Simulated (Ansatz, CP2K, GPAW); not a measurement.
## Mg: programs and potentials compared

```
Mg
1.0
     3.07052    0.00000    0.00000
    -1.02351    2.89491    0.00000
    -1.02351   -1.44746    2.50707
Mg
1
Direct
  0.00000 0.00000 0.00000
```

This isn't the form of Mg at room conditions, which is hcp.

Alike in all runs: task single point; functional LDA; k mesh 11 × 11 × 11; occupations gaussian, width 0.02 eV; no spin polarisation; no spin-orbit coupling. LDA stands for any of its common fits. Pressure is positive in compression and, in plane waves, holds the error of the finite cutoff.

| program and potentials | plane-wave cutoff (eV) | notes | pressure (GPa) |
| --- | --- | --- | --- |
| Ansatz, all-electron LAPW, scalar-relativistic | - | - | -1.28 |
| GPAW, the program's PAW data sets (release 1.2.1) made for this functional | 800 | - | ? |
| CP2K, GTH_POTENTIALS Mg GTH-PADE-q10; TZVP-MOLOPT-PBE-GTH basis | - | atomic basis | -0.20 |

Task: Estimate from the other rows what the run with GPAW, the program's PAW data sets (release 1.2.1) made for this functional gave.

Result: Pressure -1.32 GPa. The other rows, which needn't bracket it: pressure -1.28 to -0.20.
